**Question**

I'm comparing density functionals for CdTe as a light absorber. These runs use one cell and include spin-orbit coupling, yet their band gaps differ a good deal. The measured gap is, as I recall, roughly 1.5 eV. Which level should I use, does spin-orbit coupling matter as much as the functional, and is any of these gaps good enough to feed into a device model?

Plane-wave PAW density-functional calculations with GPAW 26.7.0 for zinc-blende CdTe, all at a fixed cubic cell edge of 6.41 Å. The runs use a 600 eV cutoff, a 6 × 6 × 6 k mesh and Fermi-Dirac smearing of 0.05 eV. Gaps are taken on this mesh and include spin-orbit coupling, added after the self-consistent calculation.

```
functional                                           potentials  gap on mesh (eV)  direct gap on mesh (eV)
      AM05  PAW-data-sets-made-by gpaw-setup-for-the-functional             0.514                    0.514
     SOGGA  PAW-data-sets-made-by gpaw-setup-for-the-functional             0.423                    0.423
     mBEEF                 GPAW-PAW-data-sets-(gpaw-data-1.2.1)             0.997                    0.997
optPBE-vdW                 GPAW-PAW-data-sets-(gpaw-data-1.2.1)             0.566                    0.566
    vdW-DF                 GPAW-PAW-data-sets-(gpaw-data-1.2.1)             0.640                    0.640
```

**Answer**

Of these five, mBEEF comes closest to the measured gap, but it still falls about 0.5 eV short, and none of them is good enough for a device model. Spin-orbit coupling changes each gap by about 0.3 eV. That is more than the lower four functionals differ among themselves, but less than the spread of nearly 0.6 eV over all five. The functional sets the starting gap, and the coupling then takes nearly the same energy off it in every row.

The reason lies in the character of the two band edges. The top of the valence band consists mainly of tellurium 5p states, and the bottom of the conduction band is s-like. An electron in a p state has orbital angular momentum, which couples to its spin, most strongly close to a heavy nucleus. An s state has none, so to first order its energy stays where it was.

Without the coupling, the valence top is a set of three p states, or six when spin is counted. The coupling sorts them by total angular momentum j, into four states with j = 3/2 and two with j = 1/2. To first order their average energy doesn't change, so if the full splitting is Δ, the four go up by Δ/3 and the two go down by 2Δ/3. The four form the new valence top, and the gap shrinks by their rise:

gap with coupling ≈ gap without coupling − Δ/3

The splitting Δ arises mostly close to the tellurium nucleus, where the nucleus and the inner electrons set the field and a change of functional alters little. The loss should therefore be nearly the same in every row. The same runs also give the gaps before the coupling was added, so this can be tried out. For SOGGA the gap falls from 0.745 to 0.423 eV. Taking that loss over to mBEEF, whose gap before coupling is 1.315 eV, gives

loss in SOGGA = 0.745 − 0.423 = 0.322 eV
estimate for mBEEF = 1.315 − 0.322 = 0.993 eV

The calculation gives 0.997 eV. This estimate uses only SOGGA's loss, although the two functionals start more than half an electronvolt apart.

The analysis printed below fits one constant loss to all five rows, and it describes them to within a few thousandths of an electronvolt. A common percentage does far worse, because the same loss is 43% of a small gap and only 24% of a large one. The band edges of SOGGA and optPBE-vdW also show directly that the valence top rises while the conduction edge stays put. A correction for spin-orbit coupling in CdTe should therefore be subtracted as an energy, never applied as a factor. In a compound with a lighter anion, such as selenium or sulfur, it would be smaller.

The size of the loss is less certain than its constancy. The runs themselves report no warning, but the data makers' tests on other systems found spin-orbit splittings that were too wide. If that carries over to CdTe, the true loss is somewhat smaller than 0.32 eV. The measured splitting points the same way: as I recall it is roughly 0.9 eV, against the 0.96 eV that the loss implies here. The coupling was also added after the self-consistent calculation, and for mBEEF without the exchange-correlation part of the potential. The order of the functionals doesn't depend on any of this, since it is the same before and after the coupling.

That leaves the functional as the main source of error. Theory gives two reasons why the gaps come out low. The gap between Kohn–Sham levels lacks the jump in the exchange-correlation potential that belongs to adding an electron. In addition, the cadmium 4d states lie too high: 8 to 9 eV below the valence top in SOGGA and optPBE-vdW, against roughly 10 to 11 eV measured. In this crystal structure they mix with the tellurium p states and push the valence top up, the more so the closer they lie. This second effect should be the smaller one: the d levels at the zone centre are split by only about 0.3 eV in these two runs, so moving them down to the measured depth is expected to recover only a small part of a shortfall near 1 eV.

mBEEF stands 0.36 eV above the next highest row, a step larger than the whole 0.22 eV range of the other four. It is the only functional here that uses the kinetic-energy density of the orbitals. Its potential therefore depends on the orbitals themselves, which can open the gap by recovering part of the missing jump. That is the likely cause of its lead, but no run here isolates it, and mBEEF was run with distributed atomic potentials that were not made for it.

Much less should be read into the order of the other four. AM05 and SOGGA were run with atomic potentials made for the functional, the other three with the distributed sets. The step of 0.05 eV from AM05 to optPBE-vdW may therefore come from the potentials as much as from the functional. It is also no sign that van der Waals forces matter for this gap, because exchange changes along with the nonlocal correlation. The cleanest pair is optPBE-vdW and vdW-DF: both use the distributed sets and are built with the same correlation, so their step of 0.07 eV should come from exchange.

Beware of a flattering comparison. Without spin-orbit coupling, mBEEF seems to miss the measured gap by only about 0.2 eV. Adding the missing physics makes the agreement worse, because the low gap of the functional and the neglected coupling had partly cancelled. The result with coupling is the more honest one. Even its shortfall is slightly too kind to the functional: the measured gap belongs to room temperature, where the motion of the atoms has lowered it by something like 0.1 eV, while these runs hold the atoms still.

The cell flatters the gap too. The pressures reported for SOGGA, AM05 and mBEEF show that each of them would like a larger cell, and the gap of CdTe shrinks as the crystal expands. With a recalled pressure coefficient of roughly 0.08 eV per GPa, relaxing the cell would cost SOGGA about 0.1 eV and mBEEF about 0.2 eV. The cell of these runs is itself too small: its edge is about one per cent shorter than the measured one, so at the measured cell all five gaps should come out somewhat lower than in the table. To compare gaps with experiment, use the measured cell for every functional, so that errors in bond length don't leak into the gap.

How much this matters depends on the purpose. If you only need to know whether CdTe is a semiconductor with a direct gap, every row answers yes. For a solar cell or a detector you need the wavelength at which absorption sets in. The rough measured gap puts it near 830 nm, mBEEF at about 1240 nm and SOGGA at about 2930 nm. Even the best of these would have CdTe absorb a wide band of infrared light that the real material lets through.

The density of thermally excited carriers is less forgiving still, because the gap enters through an exponential:

carrier density ∝ exp(−gap / 2kT)

Here k is Boltzmann's constant and T the temperature. At 300 K, a gap that is 0.1 eV too small raises the density by a factor of about 7. mBEEF's shortfall is five times as large, so the factor is about 7 × 7 × 7 × 7 × 7, more than ten thousand. For this purpose even the modest steps among the lower four rows matter, and none of the five gaps should be used as it stands.

You could shift the conduction band up until the gap agrees with experiment. That repairs the absorption edge, but not necessarily the rest of the spectrum. Going from SOGGA to optPBE-vdW, potentials included, opens the gap by 0.14 eV at the zone centre, but by only 0.10 and 0.09 eV at the zone-boundary points L and X. About half of the difference at L, and most of it at X, comes from the valence bands, which change their shape as well. A constant shift of the conduction band can't reproduce that, so it is safest close to the edge.

I have no timings, so cost can only be judged from the kind of work involved. Spin-orbit coupling added afterwards needs one more diagonalisation at each k point, with twice as many states, and is cheap beside the self-consistent run. mBEEF has to handle the kinetic-energy density as well, and the van der Waals functionals need extra convolutions for the nonlocal correlation. Both are moderate additions. A screened hybrid functional or a GW calculation usually costs far more, but those are the established ways to attack the remaining error. They narrow it rather than remove it: with the coupling kept, a standard screened hybrid or a one-shot GW run is still expected to fall somewhat short for CdTe.

As a working rule for CdTe, always include spin-orbit coupling, since it costs little and changes the gap by about 0.3 eV. Of these five functionals, take mBEEF for a first look at the gap, at the measured cell, and expect a value more than half an electronvolt too low, since the larger cell lowers it further. The five rows are a selection that leaves out failed runs and some with graver warnings, so they can't show that mBEEF beats functionals not listed here. If an error of that size would change your decision, go to a hybrid functional or GW, keep the coupling, and check the result against the measured gap before it enters the device model.

Printed output of the fit:

```
Gaps in eV and absorption edge in nm:
         row  before coupling  with coupling  lowering  lowering in percent  rough shortfall  edge in nm
        AM05            0.838          0.514     0.324                38.67            0.986        2412
       SOGGA           0.7451          0.423    0.3221                43.23            1.077        2931
       mBEEF            1.315          0.997    0.3181                24.19            0.503        1244
  optPBE-vdW           0.8864          0.566    0.3204                36.14            0.934        2191
      vdW-DF           0.9598           0.64    0.3198                33.32             0.86        1938
fit of low on 5 rows: constant 0.3209 +/- 0.001; rms 0.00205, worst AM05 -0.00317, leave-one-out rms 0.00256
fit of gap_on_mesh on 5 rows: coefficient of scal 0.676 +/- 0.034; rms 0.0665, worst mBEEF -0.108, leave-one-out rms 0.0929
Full splitting implied by three times the mean lowering (eV): 0.9627
Crude lowering from the free Te atom (eV): 0.25
Rise of valence top by coupling in SOGGA (eV): 0.3227
Rise of valence top by coupling in optPBE-vdW (eV): 0.3209
Range of the four rows without mBEEF (eV): 0.217
mBEEF above the next highest row (eV): 0.357
AM05 above SOGGA (eV): 0.091
optPBE-vdW above AM05 with other potentials (eV): 0.052
vdW-DF above optPBE-vdW (eV): 0.074
Rough shortfall of mBEEF if coupling is left out (eV): 0.1849
Gap change SOGGA to optPBE-vdW at Gamma (eV): 0.1412
Gap change SOGGA to optPBE-vdW at L (eV): 0.09655
Gap change SOGGA to optPBE-vdW at X (eV): 0.08642
Rough gap loss on relaxing the cell in SOGGA (eV): 0.09272
Rough gap loss on relaxing the cell in mBEEF (eV): 0.2224
Carrier density factor for 0.1 eV gap error at 300 K: 6.918
Absorption edge for the rough measured gap (nm): 826.7
```
